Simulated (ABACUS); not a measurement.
Ga in ABACUS: the effect of functional

The system is Ga.

```
Ga
1.0
    -1.35614    1.35614    2.26404
     1.35614   -1.35614    2.26404
     1.35614    1.35614   -2.26404
Ga
1
Direct
  0.00000 0.00000 0.00000
```

This isn't the form of Ga at room conditions, which is orthorhombic.

The cell isn't the ideal one: volume scaled by 0.94.

Alike in all runs:

- Program: ABACUS 3.10.1
- Task: equation of state
- Potentials or basis: SG15 ONCV 1.2 PBE
- Cutoff: 1102 eV
- Density cutoff: 4408 eV
- Basis: plane waves
- k mesh: 9 × 9 × 9
- Occupations: fermi-dirac, width 0.05 eV
- Spin: no spin polarisation

One run gave: pressure 5.4 GPa. Which functional did it use?
A. r2SCAN
B. PBEsol
C. TPSS
D. LDA

C.

```tsv
functional	pressure (GPa)
LDA	1.3
PBEsol	4.4
TPSS	5.4
r2SCAN	3.5
```

Caveats: all runs use coarse meshes; the potentials were made for another functional, which shifts forces and pressure.
